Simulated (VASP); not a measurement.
Input of a VASP 6.6.1 run:

File INCAR:

```
SYSTEM = GaN
PREC = Accurate ; ENCUT = 520
EDIFF = 1E-6 ; ISMEAR = 0
SIGMA = 0.03 ; LREAL = .FALSE.
LASPH = .TRUE. ; NELM = 80
ALGO = Fast ; ISIF = 2
LWAVE = .FALSE. ; LCHARG = .FALSE.
MAGMOM = 0 0 0 0 0 0 0 0 0 0 0 0 ; LORBIT = 11
LSORBIT = .TRUE. ; GGA_COMPAT = .FALSE.
GGA = PS ; NBANDS = 52
```

KPOINTS

```
Automatic mesh
0
G
  9 9 4
  0 0 0
```

The input POSCAR:

```
GaN                                     
1.0
    3.1802303021      0.0000000000     -0.0000000000
   -1.5901151510      2.7541602275      0.0000000000
    0.0000000000      0.0000000000      5.1832172871
  Ga              N             
     2     2
Direct
     0.3333333300000021    0.6666666699999979    0.9992402474439652
     0.6666666699999979    0.3333333300000021    0.4992402474439652
     0.3333333300000021    0.6666666699999979    0.3757597525560348
     0.6666666699999979    0.3333333300000021    0.8757597525560348
```

The input KPOINTS_OPT:

```
explicit points
96
Reciprocal
 0.0000000000  0.0000000000  0.0000000000 1
 0.0555555556  0.0000000000  0.0000000000 1
 0.1111111111  0.0000000000  0.0000000000 1
 0.1666666667  0.0000000000  0.0000000000 1
 0.2222222222  0.0000000000  0.0000000000 1
 0.2777777778  0.0000000000  0.0000000000 1
 0.3333333333  0.0000000000  0.0000000000 1
 0.3888888889  0.0000000000  0.0000000000 1
 0.4444444444  0.0000000000  0.0000000000 1
 0.5000000000  0.0000000000  0.0000000000 1
 0.5000000000  0.0000000000  0.0000000000 1
 0.4814814815  0.0370370370  0.0000000000 1
 0.4629629630  0.0740740741  0.0000000000 1
 0.4444444444  0.1111111111  0.0000000000 1
 0.4259259259  0.1481481481  0.0000000000 1
 0.4074074074  0.1851851852  0.0000000000 1
 0.3888888889  0.2222222222  0.0000000000 1
 0.3703703703  0.2592592592  0.0000000000 1
 0.3518518518  0.2962962963  0.0000000000 1
 0.3333333333  0.3333333333  0.0000000000 1
 0.3333333333  0.3333333333  0.0000000000 1
 0.2962962963  0.2962962963  0.0000000000 1
 0.2592592592  0.2592592592  0.0000000000 1
 0.2222222222  0.2222222222  0.0000000000 1
 0.1851851852  0.1851851852  0.0000000000 1
 0.1481481481  0.1481481481  0.0000000000 1
 0.1111111111  0.1111111111  0.0000000000 1
 0.0740740741  0.0740740741  0.0000000000 1
 0.0370370370  0.0370370370  0.0000000000 1
 0.0000000000  0.0000000000  0.0000000000 1
 0.0000000000  0.0000000000  0.0000000000 1
 0.0000000000  0.0000000000  0.0555555556 1
 0.0000000000  0.0000000000  0.1111111111 1
 0.0000000000  0.0000000000  0.1666666667 1
 0.0000000000  0.0000000000  0.2222222222 1
 0.0000000000  0.0000000000  0.2777777778 1
 0.0000000000  0.0000000000  0.3333333333 1
 0.0000000000  0.0000000000  0.3888888889 1
 0.0000000000  0.0000000000  0.4444444444 1
 0.0000000000  0.0000000000  0.5000000000 1
 0.0000000000  0.0000000000  0.5000000000 1
 0.0555555556  0.0000000000  0.5000000000 1
 0.1111111111  0.0000000000  0.5000000000 1
 0.1666666667  0.0000000000  0.5000000000 1
 0.2222222222  0.0000000000  0.5000000000 1
 0.2777777778  0.0000000000  0.5000000000 1
 0.3333333333  0.0000000000  0.5000000000 1
 0.3888888889  0.0000000000  0.5000000000 1
 0.4444444444  0.0000000000  0.5000000000 1
 0.5000000000  0.0000000000  0.5000000000 1
 0.5000000000  0.0000000000  0.5000000000 1
 0.4814814815  0.0370370370  0.5000000000 1
 0.4629629630  0.0740740741  0.5000000000 1
 0.4444444444  0.1111111111  0.5000000000 1
 0.4259259259  0.1481481481  0.5000000000 1
 0.4074074074  0.1851851852  0.5000000000 1
 0.3888888889  0.2222222222  0.5000000000 1
 0.3703703703  0.2592592592  0.5000000000 1
 0.3518518518  0.2962962963  0.5000000000 1
 0.3333333333  0.3333333333  0.5000000000 1
 0.3333333333  0.3333333333  0.5000000000 1
 0.2962962963  0.2962962963  0.5000000000 1
 0.2592592592  0.2592592592  0.5000000000 1
 0.2222222222  0.2222222222  0.5000000000 1
 0.1851851852  0.1851851852  0.5000000000 1
 0.1481481481  0.1481481481  0.5000000000 1
 0.1111111111  0.1111111111  0.5000000000 1
 0.0740740741  0.0740740741  0.5000000000 1
 0.0370370370  0.0370370370  0.5000000000 1
 0.0000000000  0.0000000000  0.5000000000 1
 0.5000000000  0.0000000000  0.5000000000 1
 0.5000000000  0.0000000000  0.4444444444 1
 0.5000000000  0.0000000000  0.3888888889 1
 0.5000000000  0.0000000000  0.3333333333 1
 0.5000000000  0.0000000000  0.2777777778 1
 0.5000000000  0.0000000000  0.2222222222 1
 0.5000000000  0.0000000000  0.1666666667 1
 0.5000000000  0.0000000000  0.1111111111 1
 0.5000000000  0.0000000000  0.0555555556 1
 0.5000000000  0.0000000000  0.0000000000 1
 0.3333333333  0.3333333333  0.0000000000 1
 0.3333333333  0.3333333333  0.0555555556 1
 0.3333333333  0.3333333333  0.1111111111 1
 0.3333333333  0.3333333333  0.1666666667 1
 0.3333333333  0.3333333333  0.2222222222 1
 0.3333333333  0.3333333333  0.2777777778 1
 0.3333333333  0.3333333333  0.3333333333 1
 0.3333333333  0.3333333333  0.3888888889 1
 0.3333333333  0.3333333333  0.4444444444 1
 0.3333333333  0.3333333333  0.5000000000 1
 0.0000000000  0.0000000000  0.0000000000 1
 0.0000000000  0.0000000000  0.5000000000 1
 0.3333333333  0.3333333333  0.5000000000 1
 0.3333333333  0.3333333333  0.0000000000 1
 0.5000000000  0.0000000000  0.5000000000 1
 0.5000000000  0.0000000000  0.0000000000 1
```

Potentials or basis: VASP PAW PBE potentials, release 64 (Ga_d, N).

Launch:

```console
$ cat potpaw_PBE.64/Ga_d/POTCAR potpaw_PBE.64/N/POTCAR > POTCAR
$ mpirun -np 1 vasp_ncl > vasp.out
```

(1) Estimate the pressure.

Results:

(1) 0.0 GPa.

Caveat: the PAW data sets were made with another functional, which shifts forces and pressure a little.
